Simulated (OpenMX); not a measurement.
# MgS (Niningerite) in OpenMX: the effect of dispersion

Crystal: MgS (Niningerite).

```
CELL_PARAMETERS angstrom
3.67929 0.00000 0.00000
1.83964 3.18636 0.00000
1.83964 1.06212 3.00413
ATOMIC_POSITIONS crystal
S 0.50000 0.50000 0.50000
Mg 0.00000 0.00000 0.00000
```

Alike in all runs:

```yaml
Program: OpenMX 3.8.5
Task: single point
Functional: PBE
Potentials_or_basis: OpenMX 2013 PBE set, S7.0-s2p2d1f1, Mg7.0-s3p2d1, grid cutoff 500 Ry
k_mesh: 7 × 7 × 7
Occupations: fermi-dirac, width 0.05 eV
Spin: no spin polarisation
```

```tsv
dispersion	pressure (GPa)
none	1.8
D3	0.3
D3(BJ)	?
D4	-0.8
```

What does the run with dispersion D3(BJ) give?

Pressure -1.5 GPa.

Caveats: the basis of atomic orbitals isn't converged, which shifts pressures, moduli and gaps.
